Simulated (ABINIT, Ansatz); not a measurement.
# KBr (Fm-3m): third-order response, part 2 of 3

Aim: Raman and infrared lines of KBr (Fm-3m).

ABINIT 10.8.3; DFT LDA, scalar-relativistic, plane waves, PseudoDojo norm-conserving pseudopotentials.

So far. Step 5 (Zone-centre response): The acoustic modes at Γ come out as far as 0.4 cm⁻¹ from zero, where they should vanish, a small numerical error; the Born charges miss their sum rule by 3.8e-4 e, which is good. The relaxed cell has a = 6.370 Å (conventional setting).

### Step 6. Zone-centre analysis

anaddb reads the merged derivatives, imposes the acoustic sum rule and charge neutrality, and adds the LO-TO term along chosen directions.

The input, anaddb.abi:

```
ddb_filepath "gamma_DDB"
output_file "anaddb.abo"
outdata_prefix "anaddb"
asr 1
chneut 1
enunit 2
eivec 1
nph1l 1
qph1l 0.0 0.0 0.0 1.0
dieflag 1
nph2l 3
qph2l 
    1.0 0.0 0.0 0.0
    0.0 0.0 1.0 0.0
    1.0 1.0 1.0 0.0
nlflag 1
ramansr 1
alphon 1
prtmbm 1
```

The input, mrgddb.in:

```
gamma_DDB
merged
3
dfpt_gammao_DS2_DDB
dfpt_gammao_DS3_DDB
gso_DDB
```

On the command line:

```console
$ mrgddb < mrgddb.in > mrgddb.log
$ OMP_NUM_THREADS=1 anaddb anaddb.abi > anaddb.log
```

anaddb.abo, the main output file:

```text
[banners, grids, parts of the stress and lines that vanish by symmetry left out]
-outvars_anaddb: echo values of input variables ----------------------

 Flags :
[...]
Dielectric Tensor and Effective Charges
[...]
Effective charge tensors after
[...]
1          1       -0.000000000       -0.000000000       -0.000000000
[...]
1          2       -0.000000000       -0.000000000       -0.000000000
[...]
1          3       -0.000000000       -0.000000000       -0.000000000
[...]
2          1       -0.000000000       -0.000000000       -0.000000000
[...]
2          2       -0.000000000       -0.000000000       -0.000000000
[...]
2          3       -0.000000000       -0.000000000       -0.000000000
[...]
Phonon wavevector (reduced coordinates) :  0.00000  0.00000  0.00000
 Phonon energies in Hartree :
[...]
Phonon energies in meV     :
-  0.000000E+00  0.000000E+00  0.000000E+00  1.612252E+01  1.612252E+01
-  1.612252E+01
 Phonon frequencies in cm-1    :
-  0.000000E+00  0.000000E+00  0.000000E+00  1.300369E+02  1.300369E+02
-  1.300369E+02
 Phonon frequencies in Thz     :
-  0.000000E+00  0.000000E+00  0.000000E+00  3.898409E+00  3.898409E+00
-  3.898409E+00
 Phonon energies in Kelvin  :
-  0.000000E+00  0.000000E+00  0.000000E+00  1.870941E+02  1.870941E+02
-  1.870941E+02
[...]
-  1  0.00000000E+00  0.00000000E+00 -2.14704983E-03
-     0.00000000E+00  0.00000000E+00  0.00000000E+00
-  2  0.00000000E+00  0.00000000E+00 -2.14705091E-03
-     0.00000000E+00  0.00000000E+00  0.00000000E+00
[...]
-  1  0.00000000E+00  2.14704983E-03  0.00000000E+00
-     0.00000000E+00  0.00000000E+00  0.00000000E+00
-  2  0.00000000E+00  2.14705091E-03  0.00000000E+00
-     0.00000000E+00  0.00000000E+00  0.00000000E+00
[...]
-  1  2.14704984E-03  0.00000000E+00  0.00000000E+00
-     0.00000000E+00  0.00000000E+00  0.00000000E+00
-  2  2.14705091E-03  0.00000000E+00  0.00000000E+00
-     0.00000000E+00  0.00000000E+00  0.00000000E+00
[...]
-  1  0.00000000E+00 -2.91874024E-07 -3.06935883E-03
-     0.00000000E+00  0.00000000E+00  0.00000000E+00
-  2  0.00000000E+00  1.42818537E-07  1.50188542E-03
-     0.00000000E+00  0.00000000E+00  0.00000000E+00
[...]
-  1  0.00000000E+00  3.06935883E-03 -2.91873088E-07
-     0.00000000E+00  0.00000000E+00  0.00000000E+00
-  2  0.00000000E+00 -1.50188542E-03  1.42818080E-07
-     0.00000000E+00  0.00000000E+00  0.00000000E+00
[...]
-  1  3.06935885E-03  0.00000000E+00  0.00000000E+00
-     0.00000000E+00  0.00000000E+00  0.00000000E+00
-  2 -1.50188542E-03  0.00000000E+00  0.00000000E+00
-     0.00000000E+00  0.00000000E+00  0.00000000E+00
[...]
-     1          0.000000    -0.000000     0.000000     0.000000
-     2         -0.000000    -0.000000     0.000000     0.000000
-     3         -0.000000    -0.000000    -0.000000     0.000000
-     4         -0.000000     0.000000    -1.474015     1.474015
-     5          0.000000     1.474015    -0.000000     1.474015
-     6          1.474015    -0.000000    -0.000000     1.474015
[...]
-   1     Real    0.0000E+00  0.0000E+00  0.0000E+00  0.0000E+00  0.0000E+00  0.0000E+00  0.0000E+00
[...]
-   2     Real    0.0000E+00  0.0000E+00  0.0000E+00  0.0000E+00  0.0000E+00  0.0000E+00  0.0000E+00
[...]
-   3     Real    0.0000E+00  0.0000E+00  0.0000E+00  0.0000E+00  0.0000E+00  0.0000E+00  0.0000E+00
[...]
-   4     Real    0.0000E+00  0.0000E+00  2.5370E-05  0.0000E+00  0.0000E+00  0.0000E+00  2.5370E-05
[...]
-   5     Real    0.0000E+00  2.5370E-05  0.0000E+00  0.0000E+00  0.0000E+00  0.0000E+00  2.5370E-05
[...]
-   6     Real    2.5370E-05  0.0000E+00  0.0000E+00  0.0000E+00  0.0000E+00  0.0000E+00  2.5370E-05
[...]
-         0.000000000       0.000000000       0.000000000
-         0.000000000       0.000000000       0.000000000
[...]
Phonon at Gamma, with non-analyticity in the
[...]
Phonon energies in Hartree :
[...]
Phonon energies in meV     :
-  0.000000E+00  0.000000E+00  0.000000E+00  1.612252E+01  1.612252E+01
-  2.135721E+01
 Phonon frequencies in cm-1    :
-  0.000000E+00  0.000000E+00  0.000000E+00  1.300369E+02  1.300369E+02
-  1.722575E+02
 Phonon frequencies in Thz     :
-  0.000000E+00  0.000000E+00  0.000000E+00  3.898409E+00  3.898409E+00
-  5.164150E+00
 Phonon energies in Kelvin  :
-  0.000000E+00  0.000000E+00  0.000000E+00  1.870941E+02  1.870941E+02
-  2.478401E+02
[...]
-  1  0.00000000E+00  0.00000000E+00 -2.14704983E-03
[...]
-  2  0.00000000E+00  0.00000000E+00 -2.14705091E-03
[...]
Phonon at Gamma, with non-analyticity in the
[...]
Phonon energies in Hartree :
[...]
Phonon energies in meV     :
-  0.000000E+00  0.000000E+00  0.000000E+00  1.612252E+01  1.612252E+01
-  2.135721E+01
 Phonon frequencies in cm-1    :
-  0.000000E+00  0.000000E+00  0.000000E+00  1.300369E+02  1.300369E+02
-  1.722575E+02
 Phonon frequencies in Thz     :
-  0.000000E+00  0.000000E+00  0.000000E+00  3.898409E+00  3.898409E+00
-  5.164150E+00
 Phonon energies in Kelvin  :
-  0.000000E+00  0.000000E+00  0.000000E+00  1.870941E+02  1.870941E+02
-  2.478401E+02
[...]
Phonon at Gamma, with non-analyticity in the
[...]
Phonon energies in Hartree :
[...]
Phonon energies in meV     :
-  0.000000E+00  0.000000E+00  0.000000E+00  1.612252E+01  1.612252E+01
-  2.135721E+01
 Phonon frequencies in cm-1    :
-  0.000000E+00  0.000000E+00  0.000000E+00  1.300369E+02  1.300369E+02
-  1.722575E+02
 Phonon frequencies in Thz     :
-  0.000000E+00  0.000000E+00  0.000000E+00  3.898409E+00  3.898409E+00
-  5.164150E+00
 Phonon energies in Kelvin  :
-  0.000000E+00  0.000000E+00  0.000000E+00  1.870941E+02  1.870941E+02
-  2.478401E+02
[...]
-  1  1.10706055E-06 -2.14704709E-03 -3.31663922E-06
[...]
-  2  1.10721592E-06 -2.14704802E-03 -3.31648607E-06
[...]
-  1  2.14704950E-03  1.10600119E-06  8.21289320E-07
[...]
-  2  2.14705042E-03  1.10584695E-06  8.21134939E-07
[...]
-  1  3.39089071E-04  1.98086143E-03 -2.31995050E-03
[...]
-  2 -1.65921600E-04 -9.69266565E-04  1.13518817E-03
[...]
-  1  2.48307493E-03 -1.53519721E-03 -9.47877715E-04
[...]
-  2 -1.21500750E-03  7.51196073E-04  4.63811432E-04
[...]
-         0.000000000       0.000000000       0.000000000
-         0.000000000       0.000000000       0.000000000
[...]
-         0.000000000       0.000000000       0.000000000
-         0.000000000       0.000000000       0.000000000
-         0.000000000       0.000000000       0.000000000
[...]
-         0.000000000       0.000000000       0.000000000
-         0.000000000       0.000000000       0.000000000
-         0.000000000       0.000000000       0.000000000
[...]
Direction                     Dielectric constant
[...]
0.00000   0.00000   1.00000      4.84161279
   1.00000   1.00000   1.00000      4.84161279
-
```

Wall time 1.1 s (1 thread of Intel Xeon 6975P-C (Granite Rapids), shared host).

This step gave:

```
mean static dielectric constant      : 4.842
highest mode moved by the LO-TO term : 172.3 cm⁻¹
```

No LO-TO term; unit eigenvectors of the mass-weighted matrix, from anaddb's displacements. The modes at Γ (shares of kinetic energy by element, %):

```
mode  frequency (cm⁻¹)  symmetry  K %  Br %
   1               0.0  acoustic   33    67
   2               0.0  acoustic   33    67
   3               0.0  acoustic   33    67
   4             130.0       T1u   67    33
   5             130.0       T1u   67    33
   6             130.0       T1u   67    33
```

Displacements in mode 6 (130.0 cm⁻¹), the largest set to 1:
```
K1   1.00  0.00  0.00
Br2 -0.49  0.00  0.00
```

Trace of the oscillator strength, degenerate modes summed. Infrared lines, with heights relative to the strongest:

```csv
position (cm⁻¹),lines merged,"IR intensity, relative"
130,3,100
```

Static dielectric tensor (ions relaxed, fixed cell):

```
4.84 0.00 0.00
0.00 4.84 0.00
0.00 0.00 4.84
```

The rule moves no optical mode by more than 0.1 cm⁻¹.

### Step 7. Sum rules set otherwise (asr 0)

Without the rule the raw error of the acoustic modes shows.

anaddb.abi: that of step 6 with these lines changed.

```diff
@@ -3,4 +3,4 @@
 outdata_prefix "anaddb"
-asr 1
-chneut 1
+asr 0
+chneut 0
 enunit 2
```

mrgddb.in is that of step 6.

anaddb.abo, the main output file:

```text
[banners, grids, parts of the stress and lines that vanish by symmetry left out]
-outvars_anaddb: echo values of input variables ----------------------

 Flags :
[...]
Dielectric Tensor and Effective Charges
[...]
Effective charge tensors after
[...]
1          1       -0.000000000       -0.000000000       -0.000000000
[...]
1          2       -0.000000000       -0.000000000       -0.000000000
[...]
1          3       -0.000000000       -0.000000000       -0.000000000
[...]
2          1       -0.000000000       -0.000000000       -0.000000000
[...]
2          2       -0.000000000       -0.000000000       -0.000000000
[...]
2          3       -0.000000000       -0.000000000       -0.000000000
[...]
Phonon wavevector (reduced coordinates) :  0.00000  0.00000  0.00000
 Phonon energies in Hartree :
[...]
Phonon energies in meV     :
-  4.601345E-02  4.601346E-02  4.601351E-02  1.612265E+01  1.612265E+01
-  1.612265E+01
 Phonon frequencies in cm-1    :
-  3.711235E-01  3.711236E-01  3.711240E-01  1.300380E+02  1.300380E+02
-  1.300380E+02
 Phonon frequencies in Thz     :
-  1.112600E-02  1.112601E-02  1.112602E-02  3.898440E+00  3.898440E+00
-  3.898440E+00
 Phonon energies in Kelvin  :
-  5.339639E-01  5.339641E-01  5.339646E-01  1.870956E+02  1.870956E+02
-  1.870956E+02
[...]
-  1  0.00000000E+00  0.00000000E+00  2.14701662E-03
-     0.00000000E+00  0.00000000E+00  0.00000000E+00
-  2  0.00000000E+00  0.00000000E+00  2.14706716E-03
-     0.00000000E+00  0.00000000E+00  0.00000000E+00
[...]
-  1  0.00000000E+00 -2.14701662E-03  0.00000000E+00
-     0.00000000E+00  0.00000000E+00  0.00000000E+00
-  2  0.00000000E+00 -2.14706716E-03  0.00000000E+00
-     0.00000000E+00  0.00000000E+00  0.00000000E+00
[...]
-  1  2.14701662E-03  0.00000000E+00  0.00000000E+00
-     0.00000000E+00  0.00000000E+00  0.00000000E+00
-  2  2.14706716E-03  0.00000000E+00  0.00000000E+00
-     0.00000000E+00  0.00000000E+00  0.00000000E+00
[...]
-  1  0.00000000E+00  0.00000000E+00 -3.06938208E-03
-     0.00000000E+00  0.00000000E+00  0.00000000E+00
-  2  0.00000000E+00  0.00000000E+00  1.50186219E-03
-     0.00000000E+00  0.00000000E+00  0.00000000E+00
[...]
-  1  0.00000000E+00 -3.06938208E-03  0.00000000E+00
-     0.00000000E+00  0.00000000E+00  0.00000000E+00
-  2  0.00000000E+00  1.50186219E-03  0.00000000E+00
-     0.00000000E+00  0.00000000E+00  0.00000000E+00
[...]
-  1  3.06938208E-03  0.00000000E+00  0.00000000E+00
-     0.00000000E+00  0.00000000E+00  0.00000000E+00
-  2 -1.50186219E-03  0.00000000E+00  0.00000000E+00
-     0.00000000E+00  0.00000000E+00  0.00000000E+00
[...]
-     1          0.000000    -0.000000     0.000249     0.000249
-     2          0.000000    -0.000249     0.000000     0.000249
-     3          0.000249    -0.000000     0.000000     0.000249
-     4         -0.000000    -0.000000    -1.474097     1.474097
-     5         -0.000000    -1.474097    -0.000000     1.474097
-     6          1.474097     0.000000    -0.000000     1.474097
[...]
-   1     Real    0.0000E+00  0.0000E+00  5.7081E-13  0.0000E+00  0.0000E+00  0.0000E+00  5.7081E-13
[...]
-   2     Real    0.0000E+00  5.7081E-13  0.0000E+00  0.0000E+00  0.0000E+00  0.0000E+00  5.7081E-13
[...]
-   3     Real    5.7081E-13  0.0000E+00  0.0000E+00  0.0000E+00  0.0000E+00  0.0000E+00  5.7081E-13
[...]
-   4     Real    0.0000E+00  0.0000E+00  2.5373E-05  0.0000E+00  0.0000E+00  0.0000E+00  2.5373E-05
[...]
-   5     Real    0.0000E+00  2.5373E-05  0.0000E+00  0.0000E+00  0.0000E+00  0.0000E+00  2.5373E-05
[...]
-   6     Real    2.5373E-05  0.0000E+00  0.0000E+00  0.0000E+00  0.0000E+00  0.0000E+00  2.5373E-05
[...]
-         0.000000000       0.000000000       0.000000000
-         0.000000000       0.000000000       0.000000000
[...]
Phonon at Gamma, with non-analyticity in the
[...]
Phonon energies in Hartree :
[...]
Phonon energies in meV     :
-  4.601345E-02  4.601346E-02  4.604083E-02  1.612265E+01  1.612265E+01
-  2.135785E+01
 Phonon frequencies in cm-1    :
-  3.711235E-01  3.711236E-01  3.713444E-01  1.300380E+02  1.300380E+02
-  1.722626E+02
 Phonon frequencies in Thz     :
-  1.112600E-02  1.112601E-02  1.113262E-02  3.898440E+00  3.898440E+00
-  5.164304E+00
 Phonon energies in Kelvin  :
-  5.339639E-01  5.339641E-01  5.342817E-01  1.870956E+02  1.870956E+02
-  2.478475E+02
[...]
-  1  0.00000000E+00  0.00000000E+00 -2.14701662E-03
[...]
-  2  0.00000000E+00  0.00000000E+00 -2.14706716E-03
[...]
Phonon at Gamma, with non-analyticity in the
[...]
Phonon energies in Hartree :
[...]
Phonon energies in meV     :
-  4.601346E-02  4.601351E-02  4.604077E-02  1.612265E+01  1.612265E+01
-  2.135785E+01
 Phonon frequencies in cm-1    :
-  3.711236E-01  3.711240E-01  3.713439E-01  1.300380E+02  1.300380E+02
-  1.722626E+02
 Phonon frequencies in Thz     :
-  1.112601E-02  1.112602E-02  1.113261E-02  3.898440E+00  3.898440E+00
-  5.164304E+00
 Phonon energies in Kelvin  :
-  5.339641E-01  5.339646E-01  5.342810E-01  1.870956E+02  1.870956E+02
-  2.478475E+02
[...]
Phonon at Gamma, with non-analyticity in the
[...]
Phonon energies in Hartree :
[...]
Phonon energies in meV     :
-  4.601346E-02  4.601349E-02  4.604080E-02  1.612265E+01  1.612265E+01
-  2.135785E+01
 Phonon frequencies in cm-1    :
-  3.711235E-01  3.711238E-01  3.713441E-01  1.300380E+02  1.300380E+02
-  1.722626E+02
 Phonon frequencies in Thz     :
-  1.112600E-02  1.112601E-02  1.113262E-02  3.898440E+00  3.898440E+00
-  5.164304E+00
 Phonon energies in Kelvin  :
-  5.339640E-01  5.339644E-01  5.342813E-01  1.870956E+02  1.870956E+02
-  2.478475E+02
[...]
-  1  1.73904822E-03 -1.05511242E-03 -6.87116773E-04
[...]
-  2  1.73908901E-03 -1.05513740E-03 -6.87133093E-04
[...]
-  1  1.24102355E-03  1.23902010E-03  1.23835366E-03
[...]
-  2  1.24122304E-03  1.23921955E-03  1.23855309E-03
[...]
-  1  3.39000235E-04  1.98093293E-03 -2.31993317E-03
[...]
-  2 -1.65874310E-04 -9.69279222E-04  1.13515353E-03
[...]
-  1  2.48310620E-03 -1.53513592E-03 -9.47970285E-04
[...]
-  2 -1.21499482E-03  7.51148775E-04  4.63846042E-04
[...]
-         0.000000000       0.000000000       0.000000000
-         0.000000000       0.000000000       0.000000000
[...]
-         0.000000000       0.000000000       0.000000000
-         0.000000000       0.000000000       0.000000000
-         0.000000000       0.000000000       0.000000000
[...]
-         0.000000000       0.000000000       0.000000000
-         0.000000000       0.000000000       0.000000000
-         0.000000000       0.000000000       0.000000000
[...]
Direction                     Dielectric constant
[...]
0.00000   0.00000   1.00000      4.84182427
   1.00000   1.00000   1.00000      4.84182427
-
```

Wall time 1.1 s (1 thread).

Zone-centre frequencies as printed; negative means imaginary. Modes:

```
mode  frequency (cm⁻¹)
   1              0.37
   2              0.37
   3              0.37
   4               130
   5               130
   6               130
```

[end of part 2 of 3]

[Host names and launcher messages were left out of these logs when they were recorded.]

[Logs are printed without paths, hosts, clocks, repeated set-up lines and the standing remarks that a program may print on its own settings, such as how far it seeks lower states.]

[Hosts, paths, dates, database ids (printed as entryN), source tags and the programs' standing remarks are cut or masked in the printed files.]
